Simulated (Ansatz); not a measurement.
Crystal: Li.

```
Li
1.0
    -1.76796    1.78931    1.74046
     1.76141   -1.78951    1.73411
     1.74086    1.76242   -1.74066
Li
1
Direct
  0.00000 0.00000 0.00000
```

The cell isn't the ideal one: cell strained at random at fixed volume.

```yaml
Program: Ansatz 0.2.0
Task: relaxation of cell and atoms
Functional: PBE
Dispersion: D3(BJ)
Potentials_or_basis: Ansatz PAW polarizable
Cutoff: 420 eV
Density_cutoff: 1680 eV
k_mesh: 8 × 8 × 8
Occupations: fermi-dirac, width 0.1 eV
Spin: no spin polarisation
```

At the start: pressure -1.9 GPa; volume 21.61 Å³/atom.

Problem. How do energy, volume and symmetry change on relaxing?

Solution. Over 4 steps the energy falls by 21.8 meV/atom and the volume is 18.43 Å³/atom (-14.7 %); space group C2/m (No. 12, to 0.05 Å).

Step by step:
```csv
step,energy change (eV),largest force (eV/Å),pressure (GPa),volume (Å³)
1,0.0000,0.0000,-1.92,21.61
2,-0.0028,0.0000,-1.82,21.37
3,-0.0213,0.0000,0.37,17.96
4,-0.0218,0.0000,-0.05,18.43
```

Final structure:
```xyz
1
Lattice="-1.6754 1.6972 1.6499 1.6697 -1.6973 1.6443 1.6507 1.6726 -1.6501" Properties=species:S:1:pos:R:3 pbc="T T T"
Li    0.0000    0.0000    0.0000
```

Caveat: the thresholds are loose for stress.
